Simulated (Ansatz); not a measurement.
Wanted: the native input for an Ansatz 0.2.0 run.

* Task: density of states
* Functional: r2SCAN
* Potentials or basis: Ansatz PAW
* Cutoff: 500 eV (not typed: the program's choice for these potentials)
* k mesh: 7 × 7 × 7
* Occupations: fermi-dirac, width 0.05 eV
* Spin: spin-orbit coupling, no magnetisation
* Hubbard terms: Zr d U = 1 eV
* Hubbard projectors: ortho-atomic (the default)
* Double counting: fll (the default)

The system is ZrC.

```
CELL_PARAMETERS angstrom
0.00000 2.36500 2.36500
2.36500 0.00000 2.36500
2.36500 2.36500 0.00000
ATOMIC_POSITIONS crystal
Zr 0.50000 0.50000 0.50000
C 0.00000 0.00000 0.00000
```

The input as run:

input.yaml

```yaml
crystal:
  lattice:
    - [0.0, 2.365, 2.365]
    - [2.365, 0.0, 2.365]
    - [2.365, 2.365, 0.0]
  atoms:
    - { symbol: Zr, position: [0.5, 0.5, 0.5] }
    - { symbol: C, position: [0.0, 0.0, 0.0] }
hamiltonian:
  xc: r2scan
  pseudopotentials: { kind: paw_fr }
  hubbard: { sites: [{ species: Zr, l: d, u_eff: 1.0 }] }
magnetization:
  noncollinear: true
  spin_orbit: true
kpoints:
  mp_grid: { grid: [7, 7, 7] }
scf:
  occupations: { method: fermi_dirac, width: 0.05 }
  n_extra_bands: 6
output:
  forces: true
  stress: true
  eigenvalues: true
  dos: { projected: false, de: 0.05, nscf_kmesh: { grid: [11, 11, 11] } }
```

Potentials or basis: Ansatz PAW.

The run is started by

```console
$ ansatz run input.yaml --threads 2 --pin off --max-ram 5632MiB --backend cpu --events-out ev --progress --plain --runs-dir out
```

Results of the run:

* Pressure: -1.3 GPa
* Band gap on the k mesh: none (metal or under the smearing width)
* Density of states at the Fermi level: 0.19 states/eV per cell

Caveat: U without spin polarisation on a metal has little footing; the PAW data sets come from PBE, with cores solved anew for the run's functional, which leaves a small shift of forces and pressure; the U is typed as a test and isn't derived for this compound.

Wall time 8.9 s on 2 threads of Arm Neoverse V1, on a shared host, peak memory 0.49 GiB.
